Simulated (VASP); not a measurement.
# CdS (F-43m) in VASP: Born charges and dielectric tensor with LDA

Aim: the Born charges and dielectric tensor of CdS with LDA.

Everything below comes from runs of VASP 6.6.1. Logs are shortened: lines on timing, memory, paths and dates and some standing lists are left out, and cuts for length are marked.

## 1. Starting point

It takes space group F-43m (No. 216, cubic). The conventional cell has a = 5.771 Å, b = 5.771 Å, c = 5.771 Å, α = 90.00°, β = 90.00°, γ = 90.00°. Cd (site symmetry -43m) is surrounded by 4 S at 2.50 Å. Around S (site symmetry -43m) lie 4 Cd at 2.50 Å.

The cell is a database's computed one.

## 2. Born charges and dielectric tensor, LDA

Contents of INCAR:

```
ALGO     = Normal         # electronic algorithm
EDIFF    = 1E-8           # SCF threshold, eV
ENCUT    = 600            # plane-wave cutoff, eV
GGA      = CA             # functional
IBRION   = 8              # ionic algorithm
ISIF     = 2              # what is computed and relaxed
ISMEAR   = 0              # smearing method
LASPH    = True           # aspherical terms in the spheres
LCHARG   = False          # write CHGCAR
LEPSILON = True           # dielectric tensor by DFPT
LREAL    = False          # projectors in reciprocal space
LWAVE    = False          # write WAVECAR
NELM     = 80             # most SCF steps
NSW      = 1              # ionic steps
PREC     = Accurate       # precision mode
SIGMA    = 0.02           # smearing width, eV
```

Contents of KPOINTS:

```
k-points
0
Gamma
  4 4 4
```

Contents of POSCAR:

```
CdS
1.0
    0.0000000000      2.8855000000      2.8855000000
    2.8855000000      0.0000000000      2.8855000000
    2.8855000000      2.8855000000      0.0000000000
Cd S
1 1
Direct
    0.0000000000      0.0000000000      0.0000000000
    0.7500000000      0.7500000000      0.7500000000
```

Potentials or basis: VASP PAW LDA potentials, release 64 (Cd, S).

The run is started by

```console
cat potpaw_LDA.64/Cd/POTCAR potpaw_LDA.64/S/POTCAR > POTCAR
mpirun -np 1 vasp_std > vasp.out
```

OUTCAR:

```text
EDIFF = 1E-8
   ENCUT = 600
   GGA = CA
   IBRION = 8
   ISIF = 2
   ISMEAR = 0
   LASPH = True
   LEPSILON = True
   LREAL = False
   NELM = 80
   NSW = 1
   PREC = Accurate

 ion  position               nearest neighbor table
   1  0.000  0.000  0.000-   2 2.50   2 2.50   2 2.50   2 2.50
   2  0.750  0.750  0.750-   1 2.50   1 2.50   1 2.50   1 2.50

  LATTYP: Found a face centered cubic cell.
 ALAT       =     5.7710000000

  Lattice vectors:

 A1 = (   0.0000000000,   2.8855000000,   2.8855000000)
 A2 = (   2.8855000000,   0.0000000000,   2.8855000000)
 A3 = (   2.8855000000,   2.8855000000,   0.0000000000)

Analysis of symmetry for initial positions (statically):
=====================================================================
 Subroutine PRICEL returns:
 Original cell was already a primitive cell.

 Routine SETGRP: Setting up the symmetry group for a
 face centered cubic supercell.

 Subroutine GETGRP returns: Found 24 space group operations
 (whereof 24 operations were pure point group operations)
 out of a pool of 48 trial point group operations.

The static configuration has the point symmetry T_d .

Analysis of symmetry for dynamics (positions and initial velocities):
=====================================================================
 Subroutine PRICEL returns:
 Original cell was already a primitive cell.

 Routine SETGRP: Setting up the symmetry group for a
 face centered cubic supercell.

 Subroutine GETGRP returns: Found 24 space group operations
 (whereof 24 operations were pure point group operations)
 out of a pool of 48 trial point group operations.

The dynamic configuration has the point symmetry T_d .

 Subroutine INISYM returns: Found 24 space group operations
 (whereof 24 operations are pure point group operations),
 and found     1 'primitive' translations

----------------------------------------------------------------------------------------

                                     Primitive cell

  volume of cell :      48.0500

  direct lattice vectors                    reciprocal lattice vectors
     0.000000000  2.885500000  2.885500000    -0.173280194  0.173280194  0.173280194
     2.885500000  0.000000000  2.885500000     0.173280194 -0.173280194  0.173280194
     2.885500000  2.885500000  0.000000000     0.173280194  0.173280194 -0.173280194

  length of vectors
     4.080713234  4.080713234  4.080713234     0.300130100  0.300130100  0.300130100

  position of ions in fractional coordinates (direct lattice)
     0.000000000  0.000000000  0.000000000
     0.750000000  0.750000000  0.750000000

  ion indices of the primitive-cell ions
   primitive index   ion index
                 1           1
                 2           2

----------------------------------------------------------------------------------------

 KPOINTS: k-points

Automatic generation of k-mesh.
 Grid dimensions read from file:
 generate k-points for:    4    4    4

 Generating k-lattice:

  Cartesian coordinates                     Fractional coordinates (reciprocal lattice)
    -0.043320049  0.043320049  0.043320049     0.250000000  0.000000000  0.000000000
     0.043320049 -0.043320049  0.043320049     0.000000000  0.250000000  0.000000000
     0.043320049  0.043320049 -0.043320049     0.000000000  0.000000000  0.250000000

  Length of vectors
     0.075032525  0.075032525  0.075032525

  Shift w.r.t. Gamma in fractional coordinates (k-lattice)
     0.000000000  0.000000000  0.000000000

 Subroutine IBZKPT returns following result:
[... 228 lines left out ...]
 -----------------------------------------------------------------------------------
      0.00000      0.00000      0.00000         0.000000      0.000000      0.000000
      4.32825      4.32825      4.32825        -0.000000     -0.000000     -0.000000
 -----------------------------------------------------------------------------------
    total drift:                                0.000000      0.000000      0.000000

  FREE ENERGIE OF THE ION-ELECTRON SYSTEM (eV)
  ---------------------------------------------------
  free  energy   TOTEN  =        -7.3664122664 eV

  energy  without entropy=       -7.3664122664  energy(sigma->0) =       -7.36641227

 HEAD OF MICROSCOPIC STATIC DIELECTRIC TENSOR (INDEPENDENT PARTICLE, excluding Hartree and local field effects)
 ------------------------------------------------------
          15.945500     0.000000     0.000000
           0.000000    15.945500     0.000000
           0.000000     0.000000    15.945500
 ------------------------------------------------------

 Free energy of the ion-electron system (eV)
  ---------------------------------------------------
  ---------------------------------------------------
  free energy    TOTEN  =        -2.00306966 eV

  energy without entropy =       -2.00306966

------------------------ aborting loop because EDIFF is reached ----------------------------------------

--------------------------------------- Ionic step        2  -------------------------------------------

------------------------ aborting loop because EDIFF is reached ----------------------------------------

--------------------------------------- Ionic step        3  -------------------------------------------

------------------------ aborting loop because EDIFF is reached ----------------------------------------

 PIEZOELECTRIC TENSOR FIELD DIRECTION 3  (e Angst)
 -----------------------------------------------------------------------------
    -0.00260  2.61583  0.00000           (  0.00000 -0.05858  0.00000)
     2.61583 -0.00260  0.00000           ( -0.05858  0.00000  0.00000)
     0.00000  0.00000  0.00485           (  0.00000  0.00000 -0.00000)

 PIEZOELECTRIC TENSOR FIELD DIRECTION 3  (C/m^2)
 -----------------------------------------------------------------------------
    -0.00087  0.87222  0.00000
     0.87222 -0.00087  0.00000
     0.00000  0.00000  0.00162

--------------------------------------- Ionic step        4  -------------------------------------------

------------------------ aborting loop because EDIFF is reached ----------------------------------------

[... ionic steps 5 to 6 ...]

--------------------------------------- Ionic step        7  -------------------------------------------

 Free energy of the ion-electron system (eV)
  ---------------------------------------------------
  ---------------------------------------------------
  free energy    TOTEN  =        -0.10620232 eV

  energy without entropy =       -0.10620232

------------------------ aborting loop because EDIFF is reached ----------------------------------------

 INTERNAL STRAIN TENSOR  FOR ION    2  DIRECTION 1   (eV/Angst):
 -----------------------------------------------------------------------------
    -0.05802  0.00000 -0.00000
    -0.00000  0.03277  7.08700
    -0.00000  7.08700  0.03277

 MACROSCOPIC STATIC DIELECTRIC TENSOR (including local field effects in DFT)
 ------------------------------------------------------
          15.578214     0.000000     0.000000
          -0.000000    15.578214     0.000000
          -0.000000     0.000000    15.578214
 ------------------------------------------------------

 PIEZOELECTRIC TENSOR (including local field effects)  for field in x, y, z        (e  Angst)
          XX          YY          ZZ          XY          YZ          ZX
  --------------------------------------------------------------------------------
  x    -0.00000     0.00000    -0.00000    -0.00000     2.65996    -0.00000
  y    -0.00000     0.00000    -0.00000    -0.00000    -0.00000     2.65996
  z    -0.00000    -0.00000    -0.00000     2.65996    -0.00000     0.00000

 PIEZOELECTRIC TENSOR (including local field effects)  for field in x, y, z        (C/m^2)
          XX          YY          ZZ          XY          YZ          ZX
  --------------------------------------------------------------------------------
  x    -0.00000     0.00000    -0.00000    -0.00000     0.88694    -0.00000
  y    -0.00000     0.00000    -0.00000    -0.00000    -0.00000     0.88694
  z    -0.00000    -0.00000    -0.00000     0.88694    -0.00000     0.00000

 BORN EFFECTIVE CHARGES (including local field effects) (in |e|, cummulative output)
 ---------------------------------------------------------------------------------
 ion    1
    1     2.81059     0.00000     0.00000
    2     0.00000     2.81059     0.00000
    3     0.00000     0.00000     2.81059
 ion    2
    1    -2.81059    -0.00000    -0.00000
    2    -0.00000    -2.81059    -0.00000
    3     0.00000     0.00000    -2.81059

 INTERNAL STRAIN TENSOR FOR ION    2 for displacements in x,y,z  (eV/Angst):
          X           Y           Z          XY          YZ          ZX
  --------------------------------------------------------------------------------
  x     0.00000     0.00000     0.00000    -0.00000     7.08700    -0.00000
  y     0.00000     0.00000     0.00000    -0.00000     0.00000     7.08700
  z     0.00000     0.00000     0.00000     7.08700     0.00000     0.00000

 SECOND DERIVATIVES (NOT SYMMETRIZED)
 ------------------------------------
               1X          1Y          1Z          2X          2Y          2Z
  1X    -5.521001    0.000000    0.000000    5.521001    0.000000    0.000000
  1Y     0.000000   -5.521001    0.000000    0.000000    5.521001    0.000000
  1Z     0.000000    0.000000   -5.521001    0.000000    0.000000    5.521001
  2X     5.508270    0.000000    0.000000   -5.508270    0.000000    0.000000
  2Y     0.000000    5.508270    0.000000    0.000000   -5.508270    0.000000
  2Z     0.000000    0.000000    5.508270    0.000000    0.000000   -5.508270

 Eigenvectors and eigenvalues of the dynamical matrix
 ----------------------------------------------------

   1 f  =    7.347546 THz    46.165991 2PiTHz  245.087743 cm-1    30.386994 meV
             X         Y         Z           dx          dy          dz
      0.000000  0.000000  0.000000     0.000000    0.471534    0.000000
      4.328250  4.328250  4.328250     0.000000   -0.881848    0.000000
[... 21 lines left out ...]
   6 f/i=    0.003527 THz     0.022160 2PiTHz    0.117646 cm-1     0.014586 meV
             X         Y         Z           dx          dy          dz
      0.000000  0.000000  0.000000     0.000000    0.000000    0.881848
      4.328250  4.328250  4.328250     0.000000    0.000000    0.471534

--------------------------------------------------------------------------------------------------------

 MACROSCOPIC STATIC DIELECTRIC TENSOR IONIC CONTRIBUTION
 ------------------------------------------------------
           5.394485     0.000000     0.000000
           0.000000     5.394485     0.000000
           0.000000     0.000000     5.394485
 ------------------------------------------------------

 ELASTIC MODULI CONTR FROM IONIC RELAXATION (kBar)
 Direction    XX          YY          ZZ          XY          YZ          ZX
 --------------------------------------------------------------------------------
 XX          -0.0000     -0.0000     -0.0000     -0.0000     -0.0000     -0.0000
 YY          -0.0000     -0.0000     -0.0000     -0.0000     -0.0000      0.0000
 ZZ          -0.0000     -0.0000     -0.0000      0.0000     -0.0000     -0.0000
 XY          -0.0000     -0.0000      0.0000   -308.4368     -0.0000     -0.0000
 YZ          -0.0000     -0.0000     -0.0000     -0.0000   -308.4368     -0.0000
 ZX          -0.0000      0.0000     -0.0000     -0.0000     -0.0000   -308.4368
 --------------------------------------------------------------------------------

 PIEZOELECTRIC TENSOR IONIC CONTR  for field in x, y, z        (C/m^2)
          XX          YY          ZZ          XY          YZ          ZX
  --------------------------------------------------------------------------------
  x    -0.00000    -0.00000    -0.00000     0.00000    -1.21375     0.00000
  y    -0.00000    -0.00000    -0.00000     0.00000    -0.00000    -1.21375
  z    -0.00000    -0.00000     0.00000    -1.21375    -0.00000    -0.00000
```

Run time: 2.7 min. Hardware: 1 thread of Intel Xeon Platinum 8259CL at 2.50GHz (Skylake/Cascade Lake), shared host; peak memory 0.23 GiB.

Results:

- Band gap on the k mesh: 0.94 eV, direct
- Electronic dielectric tensor (diagonal): 15.58
- Born charges (mean of the diagonal): Cd +2.81; S -2.81 e
- Highest phonon frequency at Γ, LO-TO splitting left out: 245 cm⁻¹

Levels at points of the mesh, in eV from the valence-band top:
| k point | band 5 | band 6 | band 7 | band 8 | band 9 | band 10 | band 11 | band 12 | band 13 |
| --- | --- | --- | --- | --- | --- | --- | --- | --- | --- |
| (0.00, 0.00, 0.00) | -7.40 | -7.40 | 0.00 | 0.00 | 0.00 | 0.94 | 6.33 | 6.33 | 6.33 |
| (0.50, 0.00, 0.00) | -7.36 | -6.99 | -4.73 | -0.82 | -0.82 | 2.81 | 6.82 | 6.82 | 7.31 |
| (0.50, 0.50, 0.00) | -7.31 | -6.92 | -4.21 | -2.04 | -2.04 | 3.23 | 4.18 | 9.09 | 10.72 |

Phonon frequencies in cm⁻¹ (negative: imaginary):
```csv
q point,frequencies
"(0.000, 0.000, 0.000)",0 0 0 245 245 245
```

Electronic dielectric tensor:
```
15.58  0.00  0.00
 0.00 15.58  0.00
 0.00  0.00 15.58
```

Born effective charge tensors (e):
atom 1, Cd
```
2.81 0.00 0.00
0.00 2.81 0.00
0.00 0.00 2.81
```
atom 2, S
```
-2.81  0.00  0.00
 0.00 -2.81  0.00
 0.00  0.00 -2.81
```

Caveat: the k mesh is coarse (spacing up to 0.47 Å⁻¹), so the values aren't converged. Expect the measured gap to be larger: semilocal functionals such as LDA lack the derivative discontinuity.
